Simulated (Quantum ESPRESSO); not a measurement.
Crystal: HfN.

```xyz
2
Lattice="0.0000 2.2560 2.2560 2.2560 0.0000 2.2560 2.2560 2.2560 0.0000" Properties=species:S:1:pos:R:3 pbc="T T T"
Hf    0.0000    0.0000    0.0000
N     2.2560    2.2560    2.2560
```

Base run:

| Quantity | Value |
| --- | --- |
| Program | Quantum ESPRESSO 7.5 |
| Functional | PBE |
| Potentials or basis | SSSP 1.3 efficiency PBE |
| Cutoff | 816 eV |
| Density cutoff | 6531 eV |
| k mesh | 10 × 10 × 10 |
| Occupations | fermi-dirac, width 0.05 eV |
| Spin | no spin polarisation |
| Hubbard terms | Hf d U = 1 eV |

Its results: band gap on the k mesh none (metal or under the smearing width); pressure 4.9 GPa.

Problem. The run is repeated on the same cell with these changes: hubbard terms from Hf d U = 1 eV to Hf d U = 4 eV. What comes out?

Solution. Band gap on the k mesh none (metal or under the smearing width); pressure 2.0 GPa.

Caveats: U without spin polarisation on a metal has little footing.

Not every run made on this cell is shown here.
